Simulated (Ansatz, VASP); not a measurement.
# Two plane-wave programs on GaP

```
CELL_PARAMETERS angstrom
0.00000 2.56174 2.72525
2.72525 0.00000 2.72525
2.72525 2.56174 0.00000
ATOMIC_POSITIONS crystal
Ga 0.00000 0.00000 0.00000
P 0.75000 0.75000 0.75000
```

Change from the starting cell: strain -0.0600 x Voigt [0, 1, 0, 0, 0, 0], atoms carried along.

Alike in both runs: task single point; functional PBE; k mesh 8 × 8 × 8; occupations gaussian, width 0.05 eV; no spin polarisation.

|  | VASP | Ansatz |
| --- | --- | --- |
| version | VASP 6.6.1 | Ansatz 0.2.0 |
| potentials or method | VASP PAW PBE potentials, release 64 (Ga_d, P) | scalar-relativistic, plane waves, PAW |
| plane-wave cutoff (eV) | 520 | 420 |
| valence electrons in the cell | 18 | 18 |

```tsv
	VASP	Ansatz	Ansatz less VASP
gap on the k mesh at the Fermi level (eV)	0.94	0.94	0.000
least direct gap on the mesh (eV)	2.10	2.10	-0.001
pressure (GPa)	8.5	8.6	+0.13
largest component of the traceless stress (GPa)	2.65	2.63	-0.012
```

The functional is the same, so the differences come from potentials, cutoffs and numerics.

A k mesh can miss the band edges.
